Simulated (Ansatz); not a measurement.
The guess for CdSe was made by a generator: 4-connected net, two elements spread over the vertices (P1, No. 1). The dimensions are guesses.

```cif
data_structure
_symmetry_space_group_name_H-M 'P1'
_symmetry_Int_Tables_number 1
_cell_length_a 4.3172
_cell_length_b 4.3172
_cell_length_c 5.7537
_cell_angle_alpha 98.080
_cell_angle_beta 98.080
_cell_angle_gamma 94.225
_cell_volume 104.64
loop_
_atom_site_label
_atom_site_type_symbol
_atom_site_symmetry_multiplicity
_atom_site_Wyckoff_symbol
_atom_site_fract_x
_atom_site_fract_y
_atom_site_fract_z
_atom_site_occupancy
Cd1 Cd 1 a 0.98946 0.98946 0.76505 1
Cd2 Cd 1 a 0.43871 0.18263 0.57810 1
Se1 Se 1 a 0.01054 0.01054 0.23495 1
Se2 Se 1 a 0.81737 0.56129 0.42190 1
```

All numbers below come from DFT PBE, scalar-relativistic, plane waves, PAW (Ansatz). Cutoff 420 eV, Gaussian smearing, Γ-centred meshes. Cell and atoms relax first on a coarse mesh and then on a converged one. In between, the cell is made exact in the group found at 0.06 Å. The steps can't lower the symmetry of their start. No spin polarisation.

A guess keeps its type if space group and coordination stay and the shape of the cell changes little (axis ratios within about 15 %, angles within 6°); the volume may change.

Q: Does it keep its structure type, or change into something else?

A: It doesn't keep its type. The symmetry goes from P1 (No. 1) to F-43m (No. 216), and the primitive cell from 4 to 2 atoms. The end has the zinc blende type. The volume per atom grows by 13.6 %, from 26.2 to 29.7 Å³. The shortest distance goes from 2.49 Å (Cd–Cd and Se–Se) to 2.68 Å (Cd–Se). Counting neighbours within 15 % of an atom's shortest distance, the start has Cd 4, Se 4 and the end Cd 4, Se 4. In detail, at the end around Cd lie 4 Se at 2.68 Å; around Se lie 4 Cd at 2.68 Å.

```
Cd Se
1.0
     0.00000    3.09742    3.09742
     3.09742    0.00000    3.09742
     3.09742    3.09742    0.00000
Cd Se
1 1
Direct
  0.00000 0.00000 0.00000
  0.75000 0.75000 0.75000
```

The last run used a 12×12×12 mesh for its 2-atom cell and Gaussian smearing of 0.02 eV. A later test with randomly moved atoms came back to the same energy, though modes that don't fit the test's cell weren't probed.
